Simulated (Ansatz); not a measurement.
# Ba (omega (AlB2-type)): energy against volume

Level of theory: DFT, PBE, plane waves (420 eV) with PAW, scalar-relativistic (Ansatz 0.2.0).

The cell is scaled uniformly from the relaxed one, with fractional coordinates and shape fixed. Energies are extrapolated to zero smearing, pressures are those at the given smearing. Magnetic state: spin not included.

A Birch-Murnaghan fit gives V₀ = 63.83 Å³/atom, B₀ = 8.3 GPa, B₀′ = 2.7.

What are the energy above the minimum and the pressure at 58.873 Å³/atom?

11.0 meV/atom and 0.77 GPa as computed.

What are the energy above the minimum and the pressure at 66.552 Å³/atom?

2.9 meV/atom and -0.30 GPa as computed.

What are the energy above the minimum and the pressure at 69.112 Å³/atom?

10.3 meV/atom and -0.56 GPa as computed.
